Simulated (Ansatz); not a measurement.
The system is CdF2.

```
CELL_PARAMETERS angstrom
0.00000 2.69400 2.69400
2.69400 0.00000 2.69400
2.69400 2.69400 0.00000
ATOMIC_POSITIONS crystal
Cd 0.00000 0.00000 0.00000
F 0.75000 0.75000 0.75000
F 0.25000 0.25000 0.25000
```

Program: Ansatz 0.2.0. Alike in all runs: task band structure; potentials or basis Ansatz PAW; no spin polarisation; cell as given; k mesh 9 × 9 × 9; smearing fermi-dirac 0.05 eV.

Question: Order these runs on this cell by their pressure, lowest first.
A. level PBE; cutoff (eV) 420
B. level r2SCAN; cutoff (eV) 500
C. level LDA; cutoff (eV) 420

Answer: C (-5.7 GPa), B (0.0 GPa), A (5.5 GPa).

Caveats: the PAW data sets come from PBE, with cores solved anew for the run's functional, which leaves a small shift of forces and pressure (some runs).

Not every run made on this cell is shown here.
